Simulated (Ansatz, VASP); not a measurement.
**One calculation of NaS5, two programs**

Contents of INCAR:

```
SYSTEM = NaS5
PREC     = Accurate       ! precision mode
ENCUT    = 520            ! plane-wave cutoff, eV
EDIFF    = 1E-6           ! SCF threshold, eV
ISMEAR   = 0              ! smearing method
SIGMA    = 0.1            ! smearing width, eV
LREAL    = .FALSE.        ! projectors in reciprocal space
LASPH    = .TRUE.         ! aspherical terms in the spheres
NELM     = 60             ! most SCF steps
ALGO     = Normal         ! electronic algorithm
ISIF     = 2              ! what is computed and relaxed
LWAVE    = .FALSE.        ! write WAVECAR
LCHARG   = .FALSE.        ! write CHGCAR
GGA      = PE             ! functional
NBANDS   = 28             ! bands
```

File KPOINTS:

```
Automatic mesh
0
G
  3 3 4
  0 0 0
```

Contents of POSCAR:

```
NaS5
1.0
    5.9556825300      0.0000000000      0.0000000000
   -2.9778412600      5.1577723700      0.0000000000
    0.0000000000      0.0000000000      4.8461685200
Na S
1 5
Direct
    0.0000000000      0.0000000000      0.0000000000
    0.3333333300      0.6666666700      0.0000000000
    0.6666666700      0.3333333300      0.0000000000
    0.5000000000      0.0000000000      0.5000000000
    0.5000000000      0.5000000000      0.5000000000
    0.0000000000      0.5000000000      0.5000000000
```

Input for Ansatz:

```yaml
crystal:
  lattice:
    - [5.95568253, 0.0, 0.0]
    - [-2.97784126, 5.15777237, 0.0]
    - [0.0, 0.0, 4.84616852]
  atoms:
    - { symbol: Na, position: [0.0, 0.0, 0.0] }
    - { symbol: S, position: [0.33333333, 0.66666667, 0.0] }
    - { symbol: S, position: [0.66666667, 0.33333333, 0.0] }
    - { symbol: S, position: [0.5, 0.0, 0.5] }
    - { symbol: S, position: [0.5, 0.5, 0.5] }
    - { symbol: S, position: [0.0, 0.5, 0.5] }
basis:
  ecutwfc: 420
kpoints:
  mp_grid: { grid: [3, 3, 4] }
hamiltonian:
  xc: pbe
scf:
  occupations: { method: gaussian, width: 0.1 }
  lower_state_search: "off"
output:
  forces: true
  stress: true
  eigenvalues: true
```

Change from the starting cell: species swapped into the DyNi5 type (P6/mmm, No. 191).

Alike in both runs: task single point; functional PBE; k mesh 3 × 3 × 4; occupations gaussian, width 0.1 eV; no spin polarisation.

|  | VASP | Ansatz |
| --- | --- | --- |
| version | VASP 6.6.1 | Ansatz 0.2.0 |
| potentials or method | VASP PAW PBE potentials, release 64 (Na_pv, S) | scalar-relativistic, plane waves, PAW |
| plane-wave cutoff (eV) | 520 | 420 |
| valence electrons in the cell | 37 | 39 |

|  | VASP | Ansatz | Ansatz less VASP |
| --- | --- | --- | --- |
| gap on the k mesh at the Fermi level (eV) | none | none | - |
| pressure (GPa) | -8.3 | -8.2 | +0.04 |
| largest component of the traceless stress (GPa) | 7.23 | 7.23 | +0.001 |

A gap of «none» marks a metal or a gap that the smearing closes. The two sets of potentials don't hold the same shells in valence.

Caveats: the k mesh is coarse (spacing up to 0.41 Å⁻¹), so the values aren't converged.
